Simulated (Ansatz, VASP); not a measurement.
# Hg: VASP beside Ansatz

```xyz
3
Lattice="5.3526 0.0000 0.0000 -2.6763 4.6355 0.0000 0.0000 0.0000 3.0969" Properties=species:S:1:pos:R:3 pbc="T T T"
Hg    0.0000    3.0903    1.5485
Hg    0.0000    0.0000    0.0000
Hg    2.6763    1.5452    1.5485
```

Alike in both runs: functional PBE; dispersion D3(BJ); k mesh 6 × 6 × 6; occupations gaussian, width 0.1 eV; no spin polarisation.

Ansatz relaxed the structure, and its values are those at the end. VASP's run is a single point on that final structure, the one shown.

```csv
,VASP,Ansatz
version,VASP 6.6.1,Ansatz 0.2.0
potentials or method,"VASP PAW PBE potentials, release 64 (Hg)","scalar-relativistic, plane waves, PAW"
plane-wave cutoff (eV),520,420
valence electrons in the cell,36,60
```

```csv
,VASP,Ansatz,Ansatz less VASP
gap on the k mesh at the Fermi level (eV),none,none,-
pressure (GPa),0.2,0.0,-0.22
```

A gap of «none» marks a metal or a gap that the smearing closes. The two sets of potentials don't hold the same shells in valence.

Caveats: pairwise dispersion overbinds metals, which lowers pressure and volume. Spin-orbit coupling is left out, which matters for the levels of Hg.
